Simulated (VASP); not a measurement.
**MgS in VASP: one cell, several levels of theory**

MgS (zincblende), under +3.0 % shear in the xy plane is computed at one geometry. Runs: PBE, r2SCAN. The results are then set beside those of Ansatz 0.2.0 for the same cell. This is a trial cell built on a prototype, not taken from a measured structure, and it needn't be the compound's ground state.

Program: VASP 6.6.1. PAW datasets, plane waves. No spin polarisation and no zero-point or thermal motion; the cell was built from a prototype and may be hypothetical.

## Step 1: Starting point

The cell comes from an earlier relaxation with r2SCAN in another program, then strained, with the atoms relaxed again.

Space group Imm2 (No. 44), orthorhombic; conventional cell a = 3.943 Å, b = 4.064 Å, c = 5.662 Å, 22.68 Å³ an atom. Mg has 4 S at 2.45–2.46 Å; S has 4 Mg at 2.45–2.46 Å.

Coordinates:

```
CELL_PARAMETERS angstrom
0.04246 2.83088 2.83088
2.83088 0.04246 2.83088
2.87334 2.87334 0.00000
ATOMIC_POSITIONS crystal
Mg 0.00275 0.00275 0.99725
S 0.24725 0.24725 0.25275
```

## Step 2: Single point with PBE

Contents of INCAR:

```
ENCUT = 520.000000
SIGMA = 0.020000
EDIFF = 1.00e-07
GGA = PE
PREC = Accurate
IBRION = -1
ISIF = 2
ISMEAR = -1
NBANDS = 11
NELM = 120
NSW = 0
LASPH = .TRUE.
LCHARG = .TRUE.
LELF = .TRUE.
LWAVE = .FALSE.
LREAL = .FALSE.
```

Contents of KPOINTS:

```
KPOINTS created by Atomic Simulation Environment
0
Gamma
8 8 8
0 0 0
```

Contents of KPOINTS_OPT:

```
special points
6
Reciprocal
0.0000000000 0.0000000000 0.0000000000 1
-0.5000000000 -0.5000000000 0.0000000000 1
-0.3750000000 -0.3750000000 0.2500000000 1
-0.3750000000 0.0000000000 0.3750000000 1
0.0000000000 0.0000000000 0.5000000000 1
-0.5000000000 -0.2500000000 0.2500000000 1
```

Contents of POSCAR:

```
Mg S
 1.0000000000000000
     0.0424631526000000    2.8308768410999998    2.8308768410999998
     2.8308768410999998    0.0424631526000000    2.8308768410999998
     2.8733399937000002    2.8733399937000002    0.0000000000000000
 Mg  S
   1   1
Cartesian
 -0.0000000000000000 -0.0000000000000000  0.0155944208822130
  1.4366699968499999  1.4366699968499999  1.3998439996677867
```

The run uses the recommended PBE PAW datasets (8 valence electrons a neutral cell).

Launch:

```console
$ mpirun -np 1 vasp_std
```

Standard output, without the iteration lines:

```text
POSCAR found type information on POSCAR MgS
 POSCAR found :  2 types and       2 ions
 LDA part: xc-table for (Slater+PW92), standard interpolation
 POSCAR, INCAR and KPOINTS ok, starting setup
 FFT: planning ... GRIDC
 FFT: planning ... GRID_SOFT
 FFT: planning ... GRID
 WAVECAR not read
 entering main loop
 Start KPOINTS_OPT (optional k-point list driver)
k-point batch [1-6\6]
```

OSZICAR:

```text
N       E                     dE             d eps       ncg     rms          rms(c)
DAV:   1     0.249159720581E+02    0.24916E+02   -0.33910E+03  2130   0.574E+02
DAV:   2    -0.700399233335E+01   -0.31920E+02   -0.30414E+02  2570   0.101E+02
DAV:   3    -0.896957309022E+01   -0.19656E+01   -0.19624E+01  2592   0.267E+01
DAV:   4    -0.898542431527E+01   -0.15851E-01   -0.15849E-01  2509   0.290E+00
DAV:   5    -0.898560906131E+01   -0.18475E-03   -0.18474E-03  2631   0.309E-01    0.404E+00
DAV:   6    -0.849469065802E+01    0.49092E+00   -0.12292E+00  2320   0.412E+00    0.310E+00
DAV:   7    -0.845990221556E+01    0.34788E-01   -0.27013E-01  2529   0.212E+00    0.242E+00
DAV:   8    -0.846748741677E+01   -0.75852E-02   -0.23655E-02  2315   0.928E-01    0.137E+00
DAV:   9    -0.846659665686E+01    0.89076E-03   -0.24590E-03  2372   0.246E-01    0.441E-01
DAV:  10    -0.846680184163E+01   -0.20518E-03   -0.65856E-04  2369   0.120E-01    0.825E-02
DAV:  11    -0.846681007899E+01   -0.82374E-05   -0.52025E-05  2552   0.299E-02    0.536E-02
DAV:  12    -0.846681186363E+01   -0.17846E-05   -0.58154E-06  2444   0.122E-02    0.133E-02
DAV:  13    -0.846681174011E+01    0.12353E-06   -0.58596E-07  2558   0.340E-03    0.235E-03
DAV:  14    -0.846681171727E+01    0.22838E-07   -0.36616E-08  2336   0.109E-03
   1 F= -.84668117E+01 E0= -.84668117E+01  d E =-.720109E-12
       N       E                     dE             ncg
DAV:   1     0.144092691764E+04   -0.15785E+04      132
DAV:   2     0.126131328853E+04   -0.17961E+03      161
DAV:   3     0.125124059851E+04   -0.10073E+02      168
DAV:   4     0.125115463560E+04   -0.85963E-01      163
DAV:   5     0.125115371547E+04   -0.92014E-03      176
DAV:   6     0.125115369838E+04   -0.17088E-04      158
DAV:   7     0.125115369799E+04   -0.38991E-06      184
DAV:   8     0.125115369798E+04   -0.87778E-08      155
```

The lines after F= are the extra pass for the points of KPOINTS_OPT, at fixed density; their E is not a total energy.

From OUTCAR:

```text
k-points           NKPTS =     95   k-points in BZ     NKDIM =     95   number of bands    NBANDS=     11

   NELECT =       8.0000    total number of electrons

   dimension x,y,z NGX =    30 NGY =   30 NGZ =   30
   dimension x,y,z NGXF=    60 NGYF=   60 NGZF=   60

  energy-cutoff  :      520.00
  volume of cell :       45.36
      direct lattice vectors                 reciprocal lattice vectors
     0.042463153  2.830876841  2.830876841    -0.179313422  0.179313422  0.176623721
     2.830876841  0.042463153  2.830876841     0.179313422 -0.179313422  0.176623721
     2.873339994  2.873339994  0.000000000     0.174013518  0.174013518 -0.176623721

 k-points in reciprocal lattice and weights: KPOINTS created by Atomic Simulation Env
   0.00000000  0.00000000  0.00000000       0.002
   0.12500000 -0.00000000  0.00000000       0.008
   0.25000000 -0.00000000  0.00000000       0.008
   0.37500000 -0.00000000  0.00000000       0.008
   0.50000000 -0.00000000  0.00000000       0.004
   0.12500000  0.12500000  0.00000000       0.004
   0.25000000  0.12500000  0.00000000       0.008
   0.37500000  0.12500000  0.00000000       0.008
[... 87 more k-points ...]

 E-fermi :   1.5965

 k-point     1 :       0.0000    0.0000    0.0000
  band No.  band energies     occupation
      1     -10.2015      2.00000
      2       0.9837      2.00000
      3       1.0639      2.00000
      4       1.1559      2.00000
      5       4.5147      0.00000
      6       8.8226      0.00000
      7       9.0265      0.00000
      8       9.2169      0.00000
      9      11.8967      0.00000
     10      11.9071      0.00000
     11      14.7735      0.00000

 k-point     2 :       0.1250   -0.0000    0.0000
  band No.  band energies     occupation
      1     -10.1113      2.00000
      2       0.4373      2.00000
      3       0.9308      2.00000
      4       1.0360      2.00000
      5       5.1668      0.00000
      6       8.9344      0.00000
      7       9.0132      0.00000
      8       9.2763      0.00000
      9      11.3899      0.00000
     10      11.4465      0.00000
     11      14.1580      0.00000

 k-point     3 :       0.2500   -0.0000    0.0000
  band No.  band energies     occupation
      1      -9.8776      2.00000
      2      -0.7414      2.00000
      3       0.8118      2.00000
      4       0.8991      2.00000
      5       5.9932      0.00000
      6       8.9408      0.00000
      7       9.0837      0.00000
      8       9.2721      0.00000
      9      11.3679      0.00000
     10      11.5746      0.00000
     11      13.2678      0.00000

 k-point     4 :       0.3750   -0.0000    0.0000
  band No.  band energies     occupation
      1      -9.6156      2.00000
      2      -1.6766      2.00000
      3       0.7034      2.00000
      4       0.7755      2.00000
      5       6.1512      0.00000
      6       8.7242      0.00000
      7       8.8746      0.00000
      8       9.4709      0.00000
      9      12.6632      0.00000
     10      12.9389      0.00000
     11      13.3086      0.00000

 k-point     5 :       0.5000   -0.0000    0.0000
  band No.  band energies     occupation
      1      -9.4966      2.00000
      2      -2.0325      2.00000
      3       0.6612      2.00000
      4       0.7274      2.00000
      5       6.1150      0.00000
      6       8.5471      0.00000
      7       8.6997      0.00000
      8       9.6809      0.00000
      9      13.9553      0.00000
     10      14.1708      0.00000
     11      14.4342      0.00000

 k-point     6 :       0.1250    0.1250    0.0000
  band No.  band energies     occupation
      1     -10.0852      2.00000
      2       0.3850      2.00000
      3       0.7945      2.00000
      4       0.9845      2.00000
      5       5.3963      0.00000
      6       8.4821      0.00000
      7       9.2677      0.00000
      8       9.6189      0.00000
      9      10.4782      0.00000
     10      12.1705      0.00000
     11      15.4156      0.00000

 k-point     7 :       0.2500    0.1250    0.0000
  band No.  band energies     occupation
      1      -9.9022      2.00000
      2      -0.4500      2.00000
      3       0.6246      2.00000
      4       0.8072      2.00000
      5       6.1721      0.00000
      6       8.2915      0.00000
      7       9.2284      0.00000
      8       9.6028      0.00000
      9      10.6432      0.00000
     10      12.2833      0.00000
     11      14.5172      0.00000

 k-point     8 :       0.3750    0.1250    0.0000
  band No.  band energies     occupation
      1      -9.6470      2.00000
      2      -1.3553      2.00000
      3       0.5207      2.00000
      4       0.5591      2.00000
      5       6.5054      0.00000
      6       8.2946      0.00000
      7       9.2181      0.00000
      8       9.3710      0.00000
      9      11.8635      0.00000
     10      13.2657      0.00000
     11      14.0734      0.00000

 k-point     9 :       0.5000    0.1250    0.0000
  band No.  band energies     occupation
      1      -9.4710      2.00000
      2      -1.8693      2.00000
      3       0.3500      2.00000
      4       0.5321      2.00000
      5       6.5714      0.00000
      6       7.9459      0.00000
      7       9.0099      0.00000
      8      10.0613      0.00000
      9      13.0836      0.00000
     10      14.2058      0.00000
     11      14.8305      0.00000

 k-point    10 :      -0.3750    0.1250    0.0000
  band No.  band energies     occupation
      1      -9.5054      2.00000
      2      -1.7695      2.00000
      3       0.2812      2.00000
      4       0.6507      2.00000
      5       6.6817      0.00000
      6       8.0208      0.00000
      7       8.9316      0.00000
      8       9.8059      0.00000
      9      12.3183      0.00000
     10      13.8955      0.00000
     11      15.1891      0.00000

 k-point    11 :      -0.2500    0.1250    0.0000
  band No.  band energies     occupation
      1      -9.7227      2.00000
      2      -1.1044      2.00000
      3       0.3955      2.00000
      4       0.8182      2.00000
      5       6.6196      0.00000
      6       8.4676      0.00000
      7       9.0136      0.00000
      8       9.1987      0.00000
      9      10.7384      0.00000
     10      13.3272      0.00000
     11      14.2490      0.00000

 k-point    12 :      -0.1250    0.1250    0.0000
  band No.  band energies     occupation
      1      -9.9698      2.00000
      2      -0.1939      2.00000
      3       0.6909      2.00000
      4       0.9397      2.00000
      5       5.8933      0.00000
      6       8.6141      0.00000
      7       9.2408      0.00000
      8       9.3556      0.00000
      9      10.4254      0.00000
     10      11.9756      0.00000
     11      14.6942      0.00000

 k-point    13 :       0.2500    0.2500    0.0000
  band No.  band energies     occupation
      1      -9.7852      2.00000
      2      -0.6784      2.00000
      3       0.3913      2.00000
      4       0.6142      2.00000
      5       6.2134      0.00000
      6       7.6025      0.00000
      7       9.4794      0.00000
      8      10.4258      0.00000
      9      10.6804      0.00000
     10      12.9448      0.00000
     11      16.5297      0.00000

 k-point    14 :       0.3750    0.2500    0.0000
  band No.  band energies     occupation
      1      -9.5815      2.00000
      2      -1.2023      2.00000
      3       0.2452      2.00000
      4       0.2838      2.00000
      5       6.0941      0.00000
      6       7.6496      0.00000
      7       9.4776      0.00000
      8      10.6644      0.00000
      9      11.8836      0.00000
     10      13.8091      0.00000
     11      15.7768      0.00000

 k-point    15 :       0.5000    0.2500    0.0000
  band No.  band energies     occupation
      1      -9.4051      2.00000
      2      -1.5414      2.00000
      3      -0.2231      2.00000
      4       0.2518      2.00000
      5       6.1772      0.00000
      6       8.1646      0.00000
      7       9.6597      0.00000
      8      10.2643      0.00000
      9      12.7232      0.00000
     10      14.3779      0.00000
     11      15.5695      0.00000

 k-point    16 :      -0.3750    0.2500    0.0000
  band No.  band energies     occupation
      1      -9.3755      2.00000
      2      -1.5355      2.00000
      3      -0.5364      2.00000
      4       0.4072      2.00000
      5       6.6048      0.00000
      6       8.2344      0.00000
      7       9.8633      0.00000
      8       9.8915      0.00000
      9      12.3956      0.00000
     10      12.8344      0.00000
     11      16.0319      0.00000

[... the tables of k-points 17 to 95 left out ...]

  Total        0.2647011      0.2647011      0.2562554     -0.2608528      0.0000000      0.0000000
  in kB        9.3491300      9.3491300      9.0508299     -9.2132086      0.0000000      0.0000000
  external PRESSURE =       9.2496966 kB  Pullay stress =       0.0000000 kB

 POSITION                                       TOTAL-FORCE (eV/Angst)
 -----------------------------------------------------------------------------------
      2.87334      2.87334      0.01559        -0.000000     -0.000000      0.008256
      1.43667      1.43667      1.39984         0.000000      0.000000     -0.008256
 -----------------------------------------------------------------------------------
    total drift:                                0.000000      0.000000      0.000168

  FREE ENERGIE OF THE ION-ELECTRON SYSTEM (eV)
  ---------------------------------------------------
  free  energy   TOTEN  =        -8.4668117173 eV

  energy  without entropy=       -8.4668117173  energy(sigma->0) =       -8.46681172
```

Hardware: 1 MPI rank of Intel Xeon Platinum 8488C, shared host.

The levels at the points of KPOINTS_OPT are read from vasprun.xml.

Near the gap, in eV above the top of the last filled band v; c is the band after it:

```
point    v−1      v     c   c+1
    Γ  -0.09   0.00  3.36  7.67
    X  -1.24  -0.99  3.78  5.58
    U  -2.01  -0.78  4.82  6.76
    K  -1.96  -0.90  4.74  6.89
    L  -0.40  -0.33  5.09  7.55
    W  -1.92  -1.41  5.43  7.81
```

PBE gives a direct gap of 3.36 eV at Γ. Pressure: 0.92 GPa; the forces vanish within 0.01 eV/Å.

The maps below are laid out on this run's own conventional cell (a, b, c = 3.943, 4.064, 5.662 Å).

Density in a lattice plane of the grid's cell (edges 3.94 and 5.66 Å, at 0.000 of the third edge), which holds Mg and S.

Ten even steps from '0' (-0.16 e/Å³) to '9' (1.18 e/Å³):
```
1111111111111111
1111111111111111
1111111111111111
1111111111111111
1111111111111111
1111111111111111
1111111111111111
1111111111111111
1111111111111111
1111112222211111
1111123343321111
1111235676532111
1112358999853211
1122479646974221
1123589404985321
1123589757985321
1123468999864321
1112345676543211
1112233333332211
1111122222221111
```
Columns run along the first of these edges and rows up along the second, over one cell in 16 and 20 even steps from the bottom left corner. Atoms in the plane (fractional): Mg at (0.00, 1.00), S at (0.50, 0.25).

ELF in the same plane.

Values, 12 rows by 8 columns:
```
0.01 0.01 0.07 0.16 0.19 0.16 0.07 0.01
0.07 0.08 0.06 0.03 0.02 0.03 0.06 0.08
0.09 0.08 0.05 0.02 0.01 0.02 0.05 0.08
0.04 0.04 0.02 0.02 0.02 0.02 0.02 0.04
0.02 0.02 0.03 0.11 0.20 0.11 0.03 0.02
0.01 0.03 0.21 0.56 0.68 0.56 0.21 0.03
0.02 0.16 0.60 0.81 0.85 0.81 0.60 0.16
0.05 0.38 0.77 0.81 0.70 0.81 0.77 0.38
0.09 0.57 0.86 0.74 0.20 0.74 0.86 0.57
0.09 0.65 0.90 0.88 0.73 0.88 0.90 0.65
0.01 0.51 0.85 0.87 0.85 0.87 0.85 0.51
0.00 0.03 0.46 0.66 0.67 0.66 0.46 0.03
```
Columns run along the first of these edges and rows up along the second, over one cell in 8 and 12 even steps from the bottom left corner. Atoms in the plane (fractional): Mg at (0.00, 1.00), S at (0.50, 0.25).

Both are smooth fields of the valence electrons: close to the nuclei they are not physical.

The highest ELF values outside the cores: 0.91 on the S–Mg line, 1.0 Å from S.

[end of part 1 of 2]
